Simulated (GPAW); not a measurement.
The system is Y.

```
CELL_PARAMETERS angstrom
3.64740 0.00000 0.00000
-1.82370 3.15874 0.00000
0.00000 0.00000 5.73060
ATOMIC_POSITIONS crystal
Y 0.66667 0.33333 0.75000
Y 0.33333 0.66667 0.25000
```

* Program: GPAW 26.7.0
* Task: relaxation of cell and atoms
* Functional: OLYP
* Potentials or basis: PAW data sets generated in the run's folder for this functional
* Cutoff: 600 eV
* Basis: pw
* k mesh: 6 × 6 × 4
* Occupations: fermi-dirac, width 0.05 eV
* Spin: no spin polarisation

At the start: pressure 0.6 GPa; volume 33.01 Å³/atom.

Problem. Where does the relaxation end?

Solution. Over 5 steps the energy falls by 2.9 meV/atom and the volume is 33.55 Å³/atom (+1.6 %); space group P6_3/mmc (No. 194, to 0.05 Å).

The path:
```
step  energy change (eV)  largest force (eV/Å)  pressure (GPa)  volume (Å³)
   1              0.0000                0.0000            0.65        66.02
   2             -0.0013                0.0000            0.53        66.21
   3             -0.0053                0.0000           -0.10        67.27
   4             -0.0054                0.0000           -0.10        67.27
   5             -0.0059                0.0000           -0.01        67.10
```

Final structure:
```cif
data_structure
_symmetry_space_group_name_H-M 'P 1'
_symmetry_Int_Tables_number 1
_cell_length_a 3.6859
_cell_length_b 3.6859
_cell_length_c 5.7034
_cell_angle_alpha 90.000
_cell_angle_beta 90.000
_cell_angle_gamma 120.000
_cell_volume 67.10
loop_
_atom_site_label
_atom_site_type_symbol
_atom_site_fract_x
_atom_site_fract_y
_atom_site_fract_z
_atom_site_occupancy
Y1 Y 0.66667 0.33333 0.75000 1
Y2 Y 0.33333 0.66667 0.25000 1
```

Caveat: later steps reuse the first step's grids.
